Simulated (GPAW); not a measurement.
# A GW chain in GPAW: BeTe (honeycomb monolayer)

Wanted: ground state, empty states, screening and self-energy for BeTe (honeycomb monolayer).

Main program and level: GPAW 26.7.0; PBE and many-body steps on it, plane waves.

## Step 1: The starting structure

The cell holds 2 atoms: 1 Be and 1 Te. Its edges and angles: a = 4.035 Å, b = 4.035 Å, c = 11.400 Å, α = 90.0°, β = 90.0°, γ = 120.0°. Vacuum lies along c.

The structure was relaxed with PBE. The runs that relaxed it are not among those shown.

## Step 2: Ground state

This step: GPAW 26.7.0; DFT, PBE, plane waves, PAW.

The ground-state density comes first.

File run.py:

```python
import json
import numpy as np
from gpaw.mpi import world
from ase import Atoms
from gpaw import GPAW, PW, FermiDirac

atoms = Atoms(['Be', 'Te'],
    cell=[[4.0348427373, 0.0000000000, 0.0000000000],
      [-2.0174213686, 3.4942763108, 0.0000000000],
      [0.0000000000, 0.0000000000, 11.4000000000]],
    scaled_positions=[[0.3333333333, 0.6666666667, 0.4974673415],
      [0.6666666667, 0.3333333333, 0.5025215115]],
    pbc=(True, True, False))
calc = GPAW(mode=PW(600),
    xc='PBE',
    kpts={'size': (9, 9, 1), 'gamma': True},
    occupations=FermiDirac(0.001),
    nbands=-7,
    convergence={'density': 1e-6, 'bands': -3},
    maxiter=100,
    txt='gs.txt')
atoms.calc = calc
res = {'energy': atoms.get_potential_energy()}
kpts = calc.get_ibz_k_points()
res['kpts'] = kpts
res['eigenvalues'] = [calc.get_eigenvalues(kpt=k) for k in range(len(kpts))]
res['n_electrons'] = calc.get_number_of_electrons()
calc.write('gs.gpw')

if world.rank == 0:
    with open('result.json', 'w') as f:
        json.dump(res, f, default=lambda x: x.tolist())
```

The run is started by

```sh
$ mpirun -n 8 gpaw python run.py
```

The program printed:

```text
__  _  _
 | _ |_)|_||  |
 |__||  | ||/\| - 26.7.0

Input parameters:
  mode=PW(ecut=600.0),
  convergence={'density': 1e-06, 'bands': -3},
  kpts=MonkhorstPack(size=(9, 9, 1), gamma=True),
  maxiter=100,
  nbands=-7,
  occupations=Occupations(name='fermi-dirac', width=0.001, fixmagmom=False),
  xc=XC(name='PBE')
  [... matrices ...]
Diagonalizing LCAO Hamiltonian
Converting LCAO to pw mode

        Be  Te

Atoms  # Å, Bohr magnetons
|   | symbol |         x |        y |        z |    initial magnetic moments |
| 0 |     Be | -0.000000 | 2.329518 | 5.671128 | ( 0.0000,  0.0000,  0.0000) |
| 1 |     Te |  2.017421 | 1.164759 | 5.728745 | ( 0.0000,  0.0000,  0.0000) |

Unit cell  # Å
| periodic |         x |        y |         z |   lengths |     angles |
|      yes |  4.034843 | 0.000000 |  0.000000 |  4.034843 |  90.000000 |
|      yes | -2.017421 | 3.494276 |  0.000000 |  4.034843 |  90.000000 |
|       no |  0.000000 | 0.000000 | 11.400000 | 11.400000 | 120.000000 |

Number of symmetries: 6
Symmetry operations  # r_c * U_cc + t_c -> r_c
|   | kind |            matrix            |
| 0 |  σ   |  1, 1, 0,  0,-1, 0,  0, 0, 1 |
| 1 |  E   |  1, 0, 0,  0, 1, 0,  0, 0, 1 |
| 2 |  C3  |  0, 1, 0, -1,-1, 0,  0, 0, 1 |
| 3 |  σ   |  0,-1, 0, -1, 0, 0,  0, 0, 1 |
| 4 |  σ   | -1, 0, 0,  1, 1, 0,  0, 0, 1 |
| 5 |  C3  | -1,-1, 0,  1, 0, 0,  0, 0, 1 |

BZ-sampling:
  Number of BZ points: 81
  Number of IBZ points: 12

  Monkhorst-Pack size: [9, 9, 1]
  Monkhorst-Pack shift: [0, 0, 0]

K-points  # in reciprocal-cell coordinates
|     |                                coordinates |     weight |
|   0 | (  0.00000000,   0.00000000,   0.00000000) | 0.01234568 |
|   1 | (  0.11111111,   0.00000000,   0.00000000) | 0.07407407 |
|   2 | (  0.22222222,  -0.11111111,   0.00000000) | 0.07407407 |
|   3 | (  0.22222222,   0.00000000,   0.00000000) | 0.07407407 |
|   4 | (  0.33333333,  -0.11111111,   0.00000000) | 0.14814815 |
|   5 | (  0.33333333,   0.00000000,   0.00000000) | 0.07407407 |
|   6 | (  0.33333333,   0.33333333,   0.00000000) | 0.02469136 |
|   7 | (  0.44444444,  -0.22222222,   0.00000000) | 0.07407407 |
|   8 | (  0.44444444,  -0.11111111,   0.00000000) | 0.14814815 |
|   9 | (  0.44444444,   0.00000000,   0.00000000) | 0.07407407 |
| ... |                                            |            |
|  11 | (  0.44444444,   0.44444444,   0.00000000) | 0.07407407 |

Plane wave coefficients: 5392
Cutoff: 600.0 eV

Spin-components: 1 (collinear spins)
Bands:           11
Projectors:      8
Spin-degeneracy: 2
Datatype:        complex128

  Storage: CPU
  Wave functions: 11_170_368 bytes (1_396_296 per core)
  Projectors: 19_294_272 bytes (2_411_784 per core)
  [... matrices ...]
Parallelization:
  kpt:    4
  domain: 2
  band:   1

Density:
  Valence electrons: 8.0
  Components: 1
  Grid points: [24 24 70]
  Charge: 0.0  # |e|

Potential:
  Grid points: [24 24 70]

species:
  Be:
    name:    Beryllium
    Z:       4.0
    valence: 2
    core:    2
    charge:  0.0  # [|e|]
    compensation charges:
      type: gauss
      rc: 0.25  # [Å]
      lmax: 2
    cutoffs:
      filter: 1.42  # [Å]
      core: 1.77  # [Å]
    projectors
    | kind |    occ | energy [eV] | rcut [Å] |
    |   2s |  2.000 |      -5.610 |    0.794 |
    |   2p |  0.000 |      -2.018 |    0.794 |
    |    s |        |      21.602 |    0.794 |

    Using partial waves for Be as LCAO basis

  Te:
    name:    Tellurium
    Z:       52.0
    valence: 6
    core:    46
    charge:  0.0  # [|e|]
    compensation charges:
      type: gauss
      rc: 0.36  # [Å]
      lmax: 2
    cutoffs:
      filter: 2.09  # [Å]
      core: 3.17  # [Å]
    projectors
    | kind |    occ | energy [eV] | rcut [Å] |
    |   5s |  2.000 |     -15.089 |    1.180 |
    |   5p |  4.000 |      -5.955 |    1.196 |
    |    s |        |      12.123 |    1.180 |
    |    p |        |      21.256 |    1.196 |
    |    d |        |       0.000 |    1.238 |

    Using partial waves for Te as LCAO basis

Reference energy: -185188.868407  # eV

eigensolver:
  PPCG
  Converge bands: -3
  niter=2

density mixing:
  MSR1-Mixer
  Pratt-step length: 0.05
  Maximum mixing coefficient: 0.75
  Old densities: 10
  SVD Regularization: 0.005
  Good broyden scale: 1.0
  Trust region scale: 1.0
  Backstep threshold: 4.0
  History deletion threshold: 6.0
  Fourier metric: weight=20.0, sigma=0.015

occupation numbers:
  Fermi-Dirac:
    width: 0.0010  # eV

poisson solver:
  ecut: 4800.0  # eV

xc functional:
  name: PBE with 2 nearest neighbor stencil

Initialization done in: 0.700 s

convergence criteria:
- Maximum integral of absolute [dens]ity change: 1e-06 electrons / valence electron
- Maximum [total energy] change in last 3 cyles: 0.0005 eV / valence electron
- Maximum integral of absolute [eigenst]ate change: 4e-08 eV^2 / valence electron
maximum number of iterations: 100

SCF iterations
|iter     |     time |      energy | eigst |  dens |
|iter:   1|  |   -7.201757 | +1.19 |       |
|iter:   2|  |   -7.209375 | +0.02 | -0.94 |
|iter:   3|  |   -7.137455 | -0.39 | -0.97 |
|iter:   4|  |   -7.144702 | -1.42 | -1.45 |
|iter:   5|  |   -7.146715 | -2.28 | -1.83 |
|iter:   6|  |   -7.146714c| -3.25 | -2.40 |
|iter:   7|  |   -7.146724c| -4.61 | -2.93 |
|iter:   8|  |   -7.146727c| -5.47 | -3.36 |
|iter:   9|  |   -7.146727c| -6.33 | -4.28 |
|iter:  10|  |   -7.146727c| -7.00 | -4.84 |
|iter:  11|  |   -7.146727c| -7.62c| -5.30 |
|iter:  12|  |   -7.146727c| -8.02c| -5.79 |
|iter:  13|  |   -7.146727c| -8.14c| -6.49c|

Converged in 13 steps
SCF loop duration: 3.090 s (0.238 s/step)
Energy contributions relative to reference atoms: (reference = -185188.868407)
  [... matrices ...]
Energy contributions:
  Kinetic:          13.270372
  Coulomb:         -12.660970
  Zero:              0.158592
  External:          0.000000
  Xc:               -7.914722
  Entropy:          -0.000000
  Spinorbit:         0.000000
  ----------------------------
  Free energy:      -7.146727
  Extrapolated:     -7.146727

dipole moment: (1.467793, -0.847491, -0.007130)  # |e|*Ang

Fermi level: -1.675
Eigenvalues  # (at kpt = [0.000, 0.000, 0.000])
| band index |      eig [eV] | occ [0-2] |
|          0 |       -13.727 |     2.000 |
|          1 |        -4.746 |     2.000 |
|          2 |        -3.388 |     2.000 |
|          3 |        -3.388 |     2.000 |
|          4 |         0.806 |     0.000 |
|          5 |         1.824 |     0.000 |
|          6 |         1.968 |     0.000 |
|          7 |         1.968 |     0.000 |
|          8 |         3.146 |     0.000 |
|          9 |         3.936 |     0.000 |
|         10 |         4.421 |     0.000 |

Gap: 3.059 eV
Transition (v -> c):
  (s=0, k=6, n=3, [0.33, 0.33, 0.00]) -> (s=0, k=6, n=4, [0.33, 0.33, 0.00])
No difference between direct/indirect transitions
vacuum-level: 2.815  # V
# Writing to gs.gpw (mode='')
  [... matrices ...]
```

The job ended after 5.5 s (8 MPI ranks of Arm Neoverse V2, shared host; peak memory 1.3 GiB).

This step gave:

* total energy: -7.147 eV
* gap: 3.059 eV
* k of the valence top: 0.3333, 0.3333, 0
* k of the conduction bottom: 0.3333, 0.3333, 0
* least direct gap: 3.059 eV

The gap is direct, at (0.333, 0.333, 0.000).

## Step 3: Bands along the symmetry lines

The cheap functional maps the bands first; the places of the edges decide which points the dearer methods must see.

File run.py:

```python
import json
import numpy as np
from gpaw.mpi import world
from gpaw import GPAW

path = [[0.000000, 0.000000, 0.000000],
    [0.062500, 0.000000, 0.000000],
    [0.125000, 0.000000, 0.000000],
    [0.187500, 0.000000, 0.000000],
    [0.250000, 0.000000, 0.000000],
    [0.312500, 0.000000, 0.000000],
    [0.375000, 0.000000, 0.000000],
    [0.437500, 0.000000, 0.000000],
    [0.500000, 0.000000, 0.000000],
    [0.479167, 0.041667, 0.000000],
    [0.458333, 0.083333, 0.000000],
    [0.437500, 0.125000, 0.000000],
    [0.416667, 0.166667, 0.000000],
    [0.395833, 0.208333, 0.000000],
    [0.375000, 0.250000, 0.000000],
    [0.354167, 0.291667, 0.000000],
    [0.333333, 0.333333, 0.000000],
    [0.291667, 0.291667, 0.000000],
    [0.250000, 0.250000, 0.000000],
    [0.208333, 0.208333, 0.000000],
    [0.166667, 0.166667, 0.000000],
    [0.125000, 0.125000, 0.000000],
    [0.083333, 0.083333, 0.000000],
    [0.041667, 0.041667, 0.000000],
    [0.000000, 0.000000, 0.000000]]
calc = GPAW('gs.gpw').fixed_density(kpts=path,
    symmetry='off',
    nbands=14,
    convergence={'bands': 10},
    txt='bands.txt')
res = {}
kpts = calc.get_ibz_k_points()
res['kpts'] = kpts
res['eigenvalues'] = [calc.get_eigenvalues(kpt=k) for k in range(len(kpts))]
res['n_electrons'] = calc.get_number_of_electrons()

if world.rank == 0:
    with open('result.json', 'w') as f:
        json.dump(res, f, default=lambda x: x.tolist())
```

The run is started by

```sh
$ mpirun -n 8 gpaw python run.py
```

The program printed:

```text
Diagonalizing LCAO Hamiltonian
Converting LCAO to pw mode
convergence criteria:
- Maximum integral of absolute [eigenst]ate change: 4e-08 eV^2 / valence electron
maximum number of iterations: 100

SCF iterations
|iter     |     time |      energy | eigst |  dens |
|iter:   1|  |             | +1.78 |       |
|iter:   2|  |             | +0.93 |       |
|iter:   3|  |             | -0.06 |       |
[...]
|iter:   8|  |             | -6.04 |       |
|iter:   9|  |             | -6.80 |       |
|iter:  10|  |             | -7.55c|       |
SCF steps: 10
  __  _  _
 | _ |_)|_||  |
 |__||  | ||/\| - 26.7.0

Input parameters:
  mode=PW(ecut=600.0),
  convergence={'bands': 10},
  gpts=array([24, 24, 70]),
  kpts=KPoints(kpts=array([[0.      , 0.      , 0.      ],
         [0.0625  , 0.      , 0.      ],
         [0.125   , 0.      , 0.      ],
         [0.1875  , 0.      , 0.      ],
[...]
[0.479167, 0.041667, 0.      ],
         [0.458333, 0.083333, 0.      ],
[...]
[0.416667, 0.166667, 0.      ],
[...]
[0.25    , 0.25    , 0.      ],
[...]
[0.125   , 0.125   , 0.      ],
         [0.083333, 0.083333, 0.      ],
         [0.041667, 0.041667, 0.      ],
         [0.      , 0.      , 0.      ]])),
  maxiter=100,
  nbands=14,
  occupations=Occupations(name='fermi-dirac', width=0.001, fixmagmom=False),
  parallel={},
  symmetry=Symmetry(point_group=False, time_reversal=False),
  xc=XC(name='PBE')
  [... matrices ...]
timing:  # [seconds]
  Total: 0.035  # ━━━━━━━━━━━━━━━━━━━━━━━━━━━━━━━━━━━━━━━━━━━━━━━━━━━━━━━━━━━
```

Elapsed: 6.4 s, on 8 MPI ranks; peak memory 1.4 GiB; 46 s of CPU time.

Read from the output:

| Item | Value |
| --- | --- |
| gap | 3.059 eV |
| k of the valence top | 0.3333, 0.3333, 0 |
| k of the conduction bottom | 0.3333, 0.3333, 0 |
| least direct gap | 3.059 eV |

The gap is 3.059 eV, as in the run before at this level.

The electronic bands at the labelled points (eV, zero at the top of the highest filled band; v1 is the highest filled band, c1 the lowest empty one):

```tsv
point	v4	v3	v2	v1	c1	c2	c3	c4
Γ	-10.79	-1.81	-0.46	-0.46	3.74	4.76	4.90	4.90
halfway	-10.40	-2.75	-1.25	-1.23	3.87	5.02	5.34	6.91
M	-9.89	-4.38	-1.81	-0.29	3.13	3.46	7.25	7.70
halfway	-9.83	-4.21	-2.58	-0.17	3.13	4.80	7.04	7.42
K	-9.75	-3.90	-3.38	0.00	3.06	6.34	6.80	7.65
halfway	-10.29	-2.99	-1.76	-1.05	4.69	4.92	5.52	5.73
Γ	-10.79	-1.81	-0.46	-0.46	3.74	4.76	4.90	4.90
```

The electronic bands as a text plot (rows in eV, shown from -8.0 to 6.1 only):

```
    5.8 |    +++++   ++               +       +++++++++++++++
    5.2 |++++++++++++               ++           ++++++++++++++++
    4.6 |++++++      ++            +                +++++++++++++
    4.0 |++++++++++++  +++      +++              +++      +++++++
    3.4 |            +++++++++++           ++++++
    2.8 |                   +++++++++++++++
    2.3 |
    1.7 |
    1.1 |
    0.5 |
   -0.1 |                   *********************
   -0.7 |******      *******                     ***      *******
   -1.3 |    **********                             *********
   -1.8 |*********     **********                   ***   *******
   -2.4 |                        ***             ***   ***
   -3.0 |         ***               *****  ******   ***
   -3.6 |            **                  **   ******
   -4.2 |              ***********************
   -4.8 |
   -5.4 |
   -5.9 |
   -6.5 |
   -7.1 |
   -7.7 |
         Γ                   M           K                      Γ
```

## Step 4: Empty states on the mesh, 9×9×1 mesh, 374 bands

The sums over transitions need many empty states on a uniform mesh; this step solves for them.

File run.py:

```python
import json
import numpy as np
from gpaw.mpi import world
from gpaw import GPAW

calc = GPAW('gs.gpw').fixed_density(kpts={'size': (9, 9, 1), 'gamma': True},
    nbands=436,
    convergence={'bands': 374},
    txt='nscf.txt')
calc.write('full.gpw', mode='all')
res = {}
kpts = calc.get_ibz_k_points()
res['kpts'] = kpts
res['eigenvalues'] = [calc.get_eigenvalues(kpt=k) for k in range(len(kpts))]
res['n_electrons'] = calc.get_number_of_electrons()

if world.rank == 0:
    with open('result.json', 'w') as f:
        json.dump(res, f, default=lambda x: x.tolist())
```

The run is started by

```sh
$ mpirun -n 8 gpaw python run.py
```

The program printed:

```text
Diagonalizing LCAO Hamiltonian
Converting LCAO to pw mode
convergence criteria:
- Maximum integral of absolute [eigenst]ate change: 4e-08 eV^2 / valence electron
maximum number of iterations: 100

SCF iterations
|iter     |     time |      energy | eigst |  dens |
|iter:   1|  |             | +5.35 |       |
|iter:   2|  |             | +4.19 |       |
|iter:   3|  |             | +3.08 |       |
[...]
|iter:  18|  |             | -6.97 |       |
|iter:  19|  |             | -7.26 |       |
|iter:  20|  |             | -7.48c|       |
SCF steps: 20
  __  _  _
 | _ |_)|_||  |
 |__||  | ||/\| - 26.7.0

Input parameters:
  mode=PW(ecut=600.0),
  convergence={'bands': 374},
  gpts=array([24, 24, 70]),
  kpts=MonkhorstPack(size=(9, 9, 1), gamma=True),
  maxiter=100,
  nbands=436,
  occupations=Occupations(name='fermi-dirac', width=0.001, fixmagmom=False),
  parallel={},
  xc=XC(name='PBE')
# Writing to full.gpw (mode='all')
  [... matrices ...]

timing:  # [seconds]
  Total: 0.368  # ━━━━━━━━━━━━━━━━━━━━━━━━━━━━━━━━━━━━━━━━━━━━━━━━━━━━━━━━━━━
```

It took 4.3 min on 8 MPI ranks; peak memory 2.3 GiB; 31 min of CPU time.

Read from the output:

```
gap                                                           : 3.059 eV
k of the valence top                                          : 0.3333, 0.3333, 0
k of the conduction bottom                                    : 0.3333, 0.3333, 0
least direct gap                                              : 3.059 eV
k points computed                                             : 12
lowest point of the top converged band, above the valence top : 98.5458 eV
```

On this mesh the gap is 3.059 eV.

(Continued in part 2 of 2.)

[Long decimals in the printed logs are rounded to 6 places.]

[Logs are printed without paths, hosts, clocks, repeated set-up lines and the standing remarks that a program may print on its own settings, such as how far it seeks lower states.]

[Paths, hosts, dates, memory and timing lines, banners, echoed tables and standing remarks are left out of the program output; an Ansatz launch command may be rebuilt from the run's recorded settings. Measured values are a selection of at most five: reports struck by readers or far from the other reports are left out. None is set beside runs whose start may be inverted or whose files or cutoffs have a known fault.]

[Runs of the session that timed out or met a known fault of the program may be left out.]

[Hosts, paths, dates, database ids (printed as entryN), source tags and the programs' standing remarks are cut or masked in the printed files.]

[Where the starting crystal was built by hand or by swapping elements, it need not be the compound's stable phase.]
